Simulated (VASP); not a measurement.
Input of a VASP 6.6.1 run:

The input INCAR:

```
ALGO = Normal ; EDIFF = 1E-6
EDIFFG = -0.005 ; ENCUT = 600
GGA = RE ; IBRION = 2
ISIF = 3 ; ISMEAR = -1
IVDW = 12 ; LASPH = T
LCHARG = F ; LREAL = F
LWAVE = F ; NELM = 80
NSW = 60 ; PREC = Accurate
SIGMA = 0.05
```

The input KPOINTS:

```
k-points
0
Gamma
  8 8 3
```

The input POSCAR:

```
ZnS
1.0
    3.8227000000      0.0000000000      0.0000000000
   -1.9113500000      3.3105553110      0.0000000000
    0.0000000000      0.0000000000     12.5200000000
Zn S
4 4
Direct
    0.6666666667      0.3333333333      0.7500000000
    0.3333333333      0.6666666667      0.2500000000
    0.0000000000      0.0000000000      0.5000000000
    0.0000000000      0.0000000000      0.0000000000
    0.6666666667      0.3333333333      0.9375000000
    0.3333333333      0.6666666667      0.4375000000
    0.0000000000      0.0000000000      0.6875000000
    0.0000000000      0.0000000000      0.1875000000
```

Potentials or basis: VASP PAW PBE potentials, release 64 (Zn, S).

Command:

```console
$ cat potpaw_PBE.64/Zn/POTCAR potpaw_PBE.64/S/POTCAR > POTCAR
$ mpirun -np 1 vasp_std > vasp.out
```

Question: Estimate the dispersion energy per atom.

Answer: -0.622 eV.

Question: Predict the relaxed cell.

Answer: a = 3.782 Å, b = 3.782 Å, c = 12.401 Å, α = 90.00°, β = 90.00°, γ = 120.00°.

Question: Predict the band gap on the k mesh.

Answer: 2.39 eV, direct.

Question: What does it give for the space group after relaxing (to 0.05 Å)?

Answer: P6_3mc (No. 186).

The path:
```csv
step,energy change (eV),largest force (eV/Å),pressure (GPa),volume (Å³)
1,0.0000,0.0519,-2.26,158.44
2,-0.0308,0.0227,0.80,152.11
3,-0.0346,0.0307,-0.02,153.65
4,-0.0346,0.0304,0.07,153.56
5,-0.0347,0.0126,-0.08,153.74
6,-0.0347,0.0150,0.00,153.72
7,-0.0347,0.0126,-0.06,153.73
8,-0.0347,0.0081,0.04,153.66
9,-0.0347,0.0077,0.00,153.66
10,-0.0348,0.0057,0.00,153.66
11,-0.0348,0.0055,-0.01,153.66
12,-0.0348,0.0099,-0.01,153.66
13,-0.0348,0.0064,-0.01,153.66
14,-0.0348,0.0030,0.03,153.64
15,-0.0348,0.0039,0.00,153.65
```

Caveat: the PAW data sets were made with another functional, which shifts forces and pressure a little; an odd mesh through Γ misses points on the zone boundary, where band edges often lie.
